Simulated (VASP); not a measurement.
# Hf (Im-3m) in VASP: a series of runs, part 2 of 2

VASP 6.6.1. The steps go on from the part before.

## (3) Single point, r2SCAN

POSCAR

```
Hf
1.0
   -1.8050000000      1.8050000000      1.8050000000
    1.8050000000     -1.8050000000      1.8050000000
    1.8050000000      1.8050000000     -1.8050000000
Hf
1
Direct
    0.0000000000      0.0000000000      0.0000000000
```

INCAR.step1

```
PREC = Accurate
ENCUT = 520
ISMEAR = 0
SIGMA = 0.15
LREAL = False
LASPH = True
NELM = 100
NBANDS = 11
GGA = PE
ALGO = Normal
EDIFF = 1E-4
LWAVE = True
LCHARG = False
```

INCAR.step2

```
PREC = Accurate
ENCUT = 520
EDIFF = 1E-6
ISMEAR = 0
SIGMA = 0.15
LREAL = False
LASPH = True
NELM = 100
ALGO = Normal
ISIF = 2
LWAVE = False
LCHARG = True
METAGGA = R2SCAN
LMIXTAU = True
LELF = True
LVHAR = True
NBANDS = 11
ISTART = 1
```

KPOINTS

```
Automatic mesh
0
Gamma
  18 18 18
```

Potentials or basis: VASP PAW PBE potentials, release 64 (Hf_pv).

Command:

```bash
cat potpaw_PBE.64/Hf_pv/POTCAR > POTCAR
cp INCAR.step1 INCAR
mpirun -np 1 vasp_std > vasp.out
cp INCAR.step2 INCAR
mpirun -np 1 vasp_std > vasp.out
```

OUTCAR:

```text
PREC = Accurate
   ENCUT = 520
   EDIFF = 1E-6
   ISMEAR = 0
   LREAL = False
   LASPH = True
   NELM = 100
   ISIF = 2
   METAGGA = R2SCAN
   ISTART = 1

 ion  position               nearest neighbor table
   1  0.000  0.000  0.000-

  LATTYP: Found a body centered cubic cell.
 ALAT       =     3.6100000000

  Lattice vectors:

 A1 = (  -1.8050000000,   1.8050000000,   1.8050000000)
 A2 = (   1.8050000000,  -1.8050000000,   1.8050000000)
 A3 = (   1.8050000000,   1.8050000000,  -1.8050000000)

Analysis of symmetry for initial positions (statically):
=====================================================================
 Subroutine PRICEL returns:
 Original cell was already a primitive cell.

 Routine SETGRP: Setting up the symmetry group for a
 body centered cubic supercell.

 Subroutine GETGRP returns: Found 48 space group operations
 (whereof 48 operations were pure point group operations)
 out of a pool of 48 trial point group operations.

The static configuration has the point symmetry O_h .

Analysis of symmetry for dynamics (positions and initial velocities):
[... 163 lines left out ...]
 Fermi energy:         4.1339660163

 k-point     1 :       0.0000    0.0000    0.0000
  band No.  band energies     occupation
      1     -27.0638      2.00000
      2     -27.0638      2.00000
      3     -27.0638      2.00000
      4      -3.0975      2.00000
      5       5.8473      0.00000
      6       5.8473      0.00000
      7       5.8473      0.00000
      8       8.5288      0.00000
      9       8.5288      0.00000
     10      16.0605      0.00000
     11      17.8289      0.00000
[... 309 lines left out ...]
 k-point    24 :       0.3889    0.1111    0.0000
  band No.  band energies     occupation
      1     -27.7271      2.00000
      2     -27.3106      2.00000
      3     -27.0976      2.00000
      4       1.0591      2.00000
      5       3.8567      1.99105
      6       4.3874      0.01687
      7       8.2430      0.00000
      8       9.3538      0.00000
      9      11.5704      0.00000
     10      14.0088      0.00000
     11      15.7062      0.00000

 [... further k-points ...]

------------------------ aborting loop because EDIFF is reached ----------------------------------------

  FORCE on cell =-STRESS in cart. coord.  units (eV):
  Direction    XX          YY          ZZ          XY          YZ          ZX
  --------------------------------------------------------------------------------------
  -------------------------------------------------------------------------------------
  Total       -0.8604304     -0.8604304     -0.8604304      0.0000000      0.0000000      0.0000000
  in kB      -58.6050082    -58.6050082    -58.6050082      0.0000000      0.0000000      0.0000000
  external PRESSURE =     -58.6050082 kB  Pullay stress =       0.0000000 kB

 VOLUME and BASIS-vectors are now :
 -----------------------------------------------------------------------------
  energy-cutoff  :      520.00
  volume of cell :       23.52
      direct lattice vectors                 reciprocal lattice vectors
    -1.805000000  1.805000000  1.805000000     0.000000000  0.277008310  0.277008310
     1.805000000 -1.805000000  1.805000000     0.277008310  0.000000000  0.277008310
     1.805000000  1.805000000 -1.805000000     0.277008310  0.277008310  0.000000000

 POSITION                                       TOTAL-FORCE (eV/Angst)
 -----------------------------------------------------------------------------------
      0.00000      0.00000      0.00000        -0.000000      0.000000      0.000000
 -----------------------------------------------------------------------------------
    total drift:                               -0.000000      0.000000     -0.000000

  FREE ENERGIE OF THE ION-ELECTRON SYSTEM (eV)
  ---------------------------------------------------
  free  energy   TOTEN  =       -44.9226512551 eV

  energy  without entropy=      -44.8994966760  energy(sigma->0) =      -44.91107397
```

OUTCAR.step1:

```text
PREC = Accurate
   ENCUT = 520
   ISMEAR = 0
   LREAL = False
   LASPH = True
   NELM = 100
[... 551 lines left out ...]

 POSITION                                       TOTAL-FORCE (eV/Angst)
 -----------------------------------------------------------------------------------
      0.00000      0.00000      0.00000         0.000000      0.000000      0.000000
 -----------------------------------------------------------------------------------
    total drift:                               -0.000000      0.000000      0.000000

  FREE ENERGIE OF THE ION-ELECTRON SYSTEM (eV)
  ---------------------------------------------------
  free  energy   TOTEN  =        -9.7317923995 eV

  energy  without entropy=       -9.7085548287  energy(sigma->0) =       -9.72017361
```

OSZICAR.step1:

```text
N       E                     dE             d eps       ncg     rms          rms(c)
DAV:   1     0.122833640854E+02    0.12283E+02   -0.56300E+03  4314   0.830E+02
DAV:   2    -0.964897640094E+01   -0.21932E+02   -0.21192E+02  5431   0.152E+02
DAV:   3    -0.101083473899E+02   -0.45937E+00   -0.45455E+00  5369   0.150E+01
DAV:   4    -0.101102965201E+02   -0.19491E-02   -0.19488E-02  4903   0.120E+00
DAV:   5    -0.101103094725E+02   -0.12952E-04   -0.12952E-04  5410   0.835E-02    0.440E+01
DAV:   6    -0.982512068327E+01    0.28519E+00   -0.24746E-01  4749   0.364E+00    0.253E+01
DAV:   7    -0.973585184326E+01    0.89269E-01   -0.32921E-01  4851   0.405E+00    0.112E+00
DAV:   8    -0.973179770827E+01    0.40541E-02   -0.21661E-02  4809   0.107E+00    0.113E-01
DAV:   9    -0.973179239946E+01    0.53088E-05   -0.29607E-04  5260   0.155E-01
   1 F= -.97317924E+01 E0= -.97201736E+01  d E =-.232376E-01
```

Run time: 50 s. Hardware: 1 thread of Intel Xeon 6975P-C (Granite Rapids), shared host; peak memory 0.18 GiB.

Results:

```
Free energy            : -44.9227 eV
Pressure               : -5.9 GPa
Band gap on the k mesh : none (metal or under the smearing width)
```

Levels at points of the mesh, in eV from the Fermi level:
```tsv
k point	band 2	band 3	band 4	band 5	band 6	band 7	band 8	band 9
(0.00, 0.00, 0.00)	-31.20	-31.20	-7.23	1.71	1.71	1.71	4.39	4.39
(0.50, 0.00, 0.00)	-31.43	-31.20	-3.33	-0.31	0.67	4.24	5.19	7.48
(0.50, 0.50, 0.50)	-31.69	-31.69	-2.49	-2.49	6.71	6.71	6.71	7.08
```

Caveat: the PAW data sets were made with another functional, which shifts forces and pressure a little. The run has no spin-orbit coupling, so splittings on Hf are missing.
